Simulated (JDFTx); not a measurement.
# Os: equation of state with RPBE

The system is Os.

```
Os
1.0
     2.73410    0.00000    0.00000
    -1.36705    2.36780    0.00000
     0.00000    0.00000    4.31970
Os
2
Direct
  0.66667 0.33333 0.75000
  0.33333 0.66667 0.25000
```

- Program: JDFTx 1.7.0 (patched build)
- Task: equation of state
- Functional: RPBE
- Potentials or basis: PseudoDojo-SR-PBE-0.5-standard with smoothed tails
- Cutoff: 1007 eV
- Density cutoff: 8055 eV
- k mesh: 11 × 11 × 6
- Occupations: fermi-dirac, width 0.05 eV
- Spin: no spin polarisation

* Equilibrium volume: 14.40 Å³/atom
* Bulk modulus at fixed shape and positions: 385 GPa
* Pressure derivative of the bulk modulus: 4.8

Energy against volume, from the lowest point:
| volume (Å³/atom) | energy (meV/atom) |
| --- | --- |
| 13.143 | 156.41 |
| 13.423 | 90.31 |
| 13.703 | 43.57 |
| 13.982 | 14.14 |
| 14.262 | 0.17 |
| 14.542 | 0.00 |
| 14.821 | 12.18 |

Caveat: the cell was scaled at fixed shape and fractional positions, which overstates the stiffness of a crystal with free parameters, most of all of layers and chains; the potentials were made for another functional, which shifts forces and pressure. The run has no spin-orbit coupling, so splittings on Os are missing.
